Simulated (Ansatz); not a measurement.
# Hf/SiC/Zr: conductance against the thickness of the layer, part 2 of 7

How fast does the current through Hf/SiC/Zr fall with each added layer? The lower electrode is Hf hcp(0001), the upper one Zr hcp(0001); the barrier is SiC zinc blende(111) (whole bilayers). In the first transport cell, after relaxation, the nearest pair of electrode and barrier is Hf–C at 2.19 Å, along the normal, at the lower face and Zr–Si at 3.07 Å, at a slant, at the upper one. All share a net of side 3.2 Å, which strains the lower electrode by +0.0 %, the upper one by -0.9 % and the barrier by +3.3 %, against typed lattice constants near PBE's. The first steps treat the bulk electrodes alone.

Ansatz 0.2.0; PBE DFT, plane waves, PAW files (the session's first sound run).

So far: Set-up; The strained electrode, electrode Hf hcp(0001); Layer spacing of the electrode, electrode Zr hcp(0001).

## (4) Relaxing the interfaces

System of this step: Hf/SiC/Zr. The cell holds 14 atoms: 4 Hf, 3 C, 3 Si and 4 Zr. Cell: a = 3.200 Å, b = 3.200 Å, c = 41.746 Å, α = 90.0°, β = 90.0°, γ = 120.0°. Vacuum lies along c.

Tunnelling depends exponentially on distance, so the interfaces are relaxed first. A short slab in vacuum serves: only the barrier and the layers next to it are taken over, and later cells can add or drop layers in the barrier's middle. The dipole correction removes the field that unlike faces would set up across the vacuum.

Contents of input.yaml:

```yaml
crystal:
  lattice:
    - [3.2, 0.0, 0.0]
    - [-1.6, 2.7712812921, 0.0]
    - [0.0, 0.0, 41.7461952963]
  atoms:
    - { symbol: Hf, position: [0.0, 0.0, 0.1916342302] }
    - { symbol: Hf, position: [0.33333333, 0.66666667, 0.2521187841] }
    - { symbol: Hf, position: [0.0, 0.0, 0.312603338] }
    - { symbol: Hf, position: [0.33333333, 0.66666667, 0.3730878919] }
    - { symbol: C, position: [0.33333333, 0.66666667, 0.4344108456] }
    - { symbol: Si, position: [0.66666667, 0.33333333, 0.4492025994] }
    - { symbol: C, position: [0.66666667, 0.33333333, 0.4935778606] }
    - { symbol: Si, position: [0.0, 0.0, 0.5083696144] }
    - { symbol: C, position: [0.0, 0.0, 0.5527448756] }
    - { symbol: Si, position: [0.33333333, 0.66666667, 0.5675366294] }
    - { symbol: Zr, position: [0.66666667, 0.33333333, 0.621392575] }
    - { symbol: Zr, position: [0.33333333, 0.66666667, 0.6837169733] }
    - { symbol: Zr, position: [0.66666667, 0.33333333, 0.7460413715] }
    - { symbol: Zr, position: [0.33333333, 0.66666667, 0.8083657698] }
kpoints:
  mp_grid: { grid: [8, 8, 1] }
scf:
  occupations: { method: fermi_dirac, width: 0.1 }
  max_iter: 150
hamiltonian:
  xc: pbe
efield:
  axis: 3
  dipole_correction: true
relax:
  f_tol: 0.04
  max_steps: 60
output:
  forces: true
```

Run with:

```sh
$ ansatz run input.yaml --threads 4 --pin off --max-ram 12288MiB --backend cpu --events-out ev --progress --plain --runs-dir out
```

Numbers of over 12 decimals in the logs are rounded to 6 here.

Output:

```text
[...]
Crystal: 14 atoms, lattice volume = 370.209 Å³
Basis set: ecut = 420 eV, 7351 PW (Γ), exchange–correlation on 48×48×576 points (8 copies of the dense FFT grid, shifted against one another)
Bands: 106, of which v1, the nominal top of the filled ones, is band 88 counted from 1 (87 counted from 0)
Symmetry: 6 space group operations
[...]
k-points: 10 of 64 (time reversal used)
[...]
SCF iter   1: F=—  HF=-82278.576716 eV  |F-HF|=—  |Δ(HF+E_count)|=         —  Δρ=1.11e-2  dr2=9.89e1  ethr=1.77e-3  p=-0.012 e·Å  D=-5.70e-3 V/Å  ΔV_dip=0.24 eV  dr2_dipole=1.36e2  V_vac-E_F(+/−)=4.47/4.23 eV  ⟨swp⟩=8.2  Hψ=4449  notcnv=0
efield: sawtooth ramp at fractional position 0.9500 (placed from the atoms, in the widest stretch of the axis that holds none; the zero of the levels goes with the place), width 0.1000; the density the first Hamiltonian is built on has a dipole p = -0.012 e·Å; the dipole correction subtracts the counter field D = -5.70e-3 V/Å, which shifts the + side's vacuum level by +0.24 eV against the − side's; the planar-averaged density in the ramp window peaks in size at 1.1e-4 e/Å³
[...]
SCF iter   2: F=—  HF=-82278.272953 eV  |F-HF|=—  |Δ(HF+E_count)|=   3.04e-1  Δρ=2.59e-3  dr2=2.84e-1  ethr=1.77e-3  p=0.009 e·Å  D=4.20e-3 V/Å  ΔV_dip=-0.18 eV  dr2_dipole=2.27e-1  V_vac-E_F(+/−)=4.16/4.33 eV  ⟨swp⟩=2.7  Hψ=1341  notcnv=0
[...]
SCF iter   6: F=-82278.268401 eV  HF=-82278.268417 eV  |F-HF|=1.60e-5  |Δ(HF+E_count)|=   1.01e-5  Δρ=4.04e-5  dr2=1.89e-5  ethr=2.27e-8  p=0.008 e·Å  D=3.69e-3 V/Å  ΔV_dip=-0.15 eV  dr2_dipole=2.28e-6  V_vac-E_F(+/−)=4.18/4.33 eV  ⟨swp⟩=4.6  Hψ=5379  notcnv=0
WARN: efield: at this solve's end the planar-averaged density reaches 3.15e-5 e/Å³ inside the ramp window [0.9260, 0.0740] (bound 1e-5 e/Å³); the window's nearer edge stands 4.91 Å from this solve's nearest atom along the axis. Its work functions, free energy, forces, stress, dipole, levels and responses can be off, and this figure does not tell by how much. A short vacuum, a low `basis.ecutwfc` or `basis.ecutrho_ratio` and negative occupations (`scf.occupations.method`) can put density there. See the manual's quickstart, § The vacuum guard
SCF 1 converged in 6 iterations: F = -82278.268401 eV  dr2 = 1.89e-5
[...]
relax step   1: F+E_penalty+E_count = -82278.26840116 eV  Δ(F+E_penalty+E_count) = +0.000e0 eV  max|allowed force component| = 2.484e0 eV/Å  Δτ_max = 0.0000 Å  (6 SCF iters, dr2 threshold 4.00e-5 eV, accepted)
[...]
SCF iter   1: F=—  HF=-82279.036638 eV  |F-HF|=—  |Δ(HF+E_count)|=         —  Δρ=1.03e-2  dr2=2.48e0  ethr=1.48e-3  p=0.008 e·Å  D=3.69e-3 V/Å  ΔV_dip=-0.15 eV  dr2_dipole=3.10e-1  V_vac-E_F(+/−)=4.17/4.33 eV  ⟨swp⟩=1.0  Hψ=3654  notcnv=0
efield: sawtooth ramp at fractional position 0.9500 (handed on by an earlier solve), width 0.1000; the density the first Hamiltonian is built on has a dipole p = 0.008 e·Å; the dipole correction subtracts the counter field D = 3.69e-3 V/Å, which shifts the + side's vacuum level by -0.15 eV against the − side's; the planar-averaged density in the ramp window peaks in size at 2.7e-5 e/Å³
[...]
SCF iter   2: F=—  HF=-82278.886015 eV  |F-HF|=—  |Δ(HF+E_count)|=   1.51e-1  Δρ=4.41e-3  dr2=3.05e-1  ethr=1.41e-3  p=0.008 e·Å  D=3.69e-3 V/Å  ΔV_dip=-0.15 eV  dr2_dipole=6.08e-3  V_vac-E_F(+/−)=4.14/4.29 eV  ⟨swp⟩=2.7  Hψ=1690  notcnv=0
[...]
SCF iter   7: F=-82278.855914 eV  HF=-82278.855936 eV  |F-HF|=2.14e-5  |Δ(HF+E_count)|=   6.78e-7  Δρ=3.48e-5  dr2=1.80e-5  ethr=5.68e-8  p=0.006 e·Å  D=3.11e-3 V/Å  ΔV_dip=-0.13 eV  dr2_dipole=8.69e-6  V_vac-E_F(+/−)=4.18/4.31 eV  ⟨swp⟩=5.0  Hψ=4607  notcnv=0
[...]
SCF 2 converged in 7 iterations: F = -82278.855914 eV  dr2 = 1.80e-5
relax step   2: F+E_penalty+E_count = -82278.85591431 eV  Δ(F+E_penalty+E_count) = -5.875e-1 eV  max|allowed force component| = 9.983e-1 eV/Å  Δτ_max = 0.1950 Å  (7 SCF iters, dr2 threshold 1.00e-4 eV, accepted)
SCF iter   1: F=—  HF=-82279.240044 eV  |F-HF|=—  |Δ(HF+E_count)|=         —  Δρ=1.38e-2  dr2=8.80e0  ethr=3.10e-3  p=0.006 e·Å  D=3.11e-3 V/Å  ΔV_dip=-0.13 eV  dr2_dipole=1.07e0  V_vac-E_F(+/−)=4.18/4.31 eV  ⟨swp⟩=5.0  Hψ=2814  notcnv=0
[...]
SCF iter   7: F=-82278.951174 eV  HF=-82278.951199 eV  |F-HF|=2.44e-5  |Δ(HF+E_count)|=   1.99e-5  Δρ=4.38e-5  dr2=3.20e-5  ethr=3.54e-8  p=0.006 e·Å  D=2.70e-3 V/Å  ΔV_dip=-0.11 eV  dr2_dipole=2.89e-6  V_vac-E_F(+/−)=4.18/4.29 eV  ⟨swp⟩=3.9  Hψ=4768  notcnv=0
[...]
SCF 3 converged in 7 iterations: F = -82278.951174 eV  dr2 = 3.20e-5
relax step   3: F+E_penalty+E_count = -82278.95117431 eV  Δ(F+E_penalty+E_count) = -9.526e-2 eV  max|allowed force component| = 1.037e0 eV/Å  Δτ_max = 0.1959 Å  (7 SCF iters, dr2 threshold 6.23e-5 eV, accepted)
[...]
relax step   4: F+E_penalty+E_count = -82278.98660795 eV  Δ(F+E_penalty+E_count) = -3.543e-2 eV  max|allowed force component| = 4.423e-1 eV/Å  Δτ_max = 0.0594 Å  (6 SCF iters, dr2 threshold 1.00e-4 eV, accepted)
[...]
relax step   5: F+E_penalty+E_count = -82278.99461135 eV  Δ(F+E_penalty+E_count) = -8.003e-3 eV  max|allowed force component| = 5.854e-2 eV/Å  Δτ_max = 0.0238 Å  (5 SCF iters, dr2 threshold 3.56e-5 eV, accepted)
SCF iter   1: F=—  HF=-82278.994805 eV  |F-HF|=—  |Δ(HF+E_count)|=         —  Δρ=2.05e-4  dr2=9.75e-4  ethr=1.22e-5  p=0.006 e·Å  D=3.08e-3 V/Å  ΔV_dip=-0.13 eV  dr2_dipole=1.25e-4  V_vac-E_F(+/−)=4.18/4.31 eV  ⟨swp⟩=1.5  Hψ=1315  notcnv=0
[...]
SCF iter   6: F=-82278.994800 eV  HF=-82278.994800 eV  |F-HF|=5.75e-9  |Δ(HF+E_count)|=   4.15e-9  Δρ=1.62e-6  dr2=2.06e-8  ethr=5.68e-11  p=0.006 e·Å  D=3.05e-3 V/Å  ΔV_dip=-0.13 eV  dr2_dipole=5.60e-10  V_vac-E_F(+/−)=4.18/4.31 eV  ⟨swp⟩=6.0  Hψ=4218  notcnv=0
[...]
SCF 6 converged in 6 iterations: F = -82278.994800 eV  dr2 = 2.06e-8
relax step   6: F+E_penalty+E_count = -82278.99480016 eV  Δ(F+E_penalty+E_count) = -1.888e-4 eV  max|allowed force component| = 2.421e-2 eV/Å  Δτ_max = 0.0026 Å  (6 SCF iters, accepted)
SCF converged after 6 iterations
Free energy (F): -82278.994800 eV
[...]
Internal energy: -82278.616844 eV  (E = F + TS)
E sigma→0 (E₀):  -82278.805822 eV
Entropy (-TS):   -0.377956 eV (-26.997 meV/atom)
Fermi energy:    8.737222 eV
Dipole field:    D = 0.003077 V/Å  (p = 0.006295 e·Å, saw-weighted, corrected)
Work function:   Φ+ = 4.1798 eV   Φ− = 4.3086 eV
Levels:          The Fermi level and band energies are counted from a zero that moves with the ramp; work functions are not
Vacuum region:   at the solve's end the planar-averaged density reaches 3.14e-5 e/Å³ inside the ramp window [0.9260, 0.0740] (bound 1e-5 e/Å³)
[...]
--- Forces (eV/Å), atoms counted from 1 ---
  atom   1  Hf     0.00000000    -0.00000000     0.00125397
  atom   2  Hf     0.00000000     0.00000000    -0.00300609
  atom   3  Hf     0.00000000    -0.00000000     0.00086846
  atom   4  Hf     0.00000000     0.00000000    -0.00453984
  atom   5  C      0.00000000    -0.00000000     0.01398425
  atom   6  Si     0.00000000     0.00000000    -0.02421529
  atom   7  C      0.00000000    -0.00000000     0.02306531
  atom   8  Si     0.00000000     0.00000000    -0.02138045
  atom   9  C      0.00000000    -0.00000000     0.01932089
  atom  10  Si     0.00000000     0.00000000    -0.00559831
  atom  11  Zr     0.00000000     0.00000000    -0.00182639
  atom  12  Zr     0.00000000    -0.00000000     0.00196794
  atom  13  Zr    -0.00000000     0.00000000     0.00184085
  atom  14  Zr     0.00000000    -0.00000000    -0.00174191
  max |Σ_I F_I| component: 6.61e-6 eV/Å
--- Relaxed structure (6 steps of the walk, 6 accepted, 0 SCFs on fresh bases) ---
  F+E_penalty+E_count = -82278.99480016 eV   max|allowed force component| = 2.421e-2 eV/Å
  atoms:
    - { symbol: Hf, position: [2.4383950305818085e-17, -2.1902359367624837e-17, 0.196731] }
    - { symbol: Hf, position: [0.333333, 0.666667, 0.254116] }
    - { symbol: Hf, position: [2.174590297428884e-17, -2.1902359367624843e-17, 0.316123] }
    - { symbol: Hf, position: [0.333333, 0.666667, 0.377921] }
    - { symbol: C, position: [0.333333, 0.666667, 0.430303] }
    - { symbol: Si, position: [0.666667, 0.333333, 0.443698] }
    - { symbol: C, position: [0.666667, 0.333333, 0.489855] }
    - { symbol: Si, position: [8.633520230574358e-18, -2.1902359367624834e-17, 0.504048] }
    - { symbol: C, position: [1.1044143696138286e-17, -2.1902359367624834e-17, 0.549865] }
    - { symbol: Si, position: [0.333333, 0.666667, 0.565600] }
    - { symbol: Zr, position: [0.666667, 0.333333, 0.624193] }
    - { symbol: Zr, position: [0.333333, 0.666667, 0.684892] }
    - { symbol: Zr, position: [0.666667, 0.333333, 0.749242] }
    - { symbol: Zr, position: [0.333333, 0.666667, 0.808216] }
```

The job ended after 54 s (4 threads of Arm Neoverse V1, shared host; peak memory 1.2 GiB; 3.5 min of CPU time).

Relaxation path:

```
step  energy less that of the first step (eV)  largest force component (eV/Å)
   1                                   0.0000                          2.4838
   2                                  -0.5875                          0.9983
   3                                  -0.6828                          1.0371
   4                                  -0.7182                          0.4423
   5                                  -0.7262                          0.0585
   6                                  -0.7264                          0.0242
```

Forces are held to the 6 operations that the run works with; a distortion that breaks them can't arise in this run.

The atoms that moved most (Å):

```
atom     dx     dy      dz  length
 Si6  0.000  0.000  -0.230   0.230
 Hf1  0.000  0.000   0.213   0.213
 Hf4  0.000  0.000   0.202   0.202
 Si8  0.000  0.000  -0.180   0.180
  C5  0.000  0.000  -0.171   0.171
  C7  0.000  0.000  -0.155   0.155
 Hf3  0.000  0.000   0.147   0.147
Zr13  0.000  0.000   0.134   0.134
```

Numbers from this step:

| Quantity | Value |
| --- | --- |
| free energy | -82278.9948 eV |
| Fermi energy | 8.737 eV |

The largest force component on a free atom ends at 0.024 eV/Å. At one or more of this run's solves the program warned of density in the dipole ramp over its bound, where dipole, forces and levels can be off.

[end of part 2 of 7]

[Logs are printed without paths, hosts, clocks, repeated set-up lines and the standing remarks that a program may print on its own settings, such as how far it seeks lower states.]

[Hosts, paths, dates, database ids (printed as entryN), source tags and the programs' standing remarks are cut or masked in the printed files.]
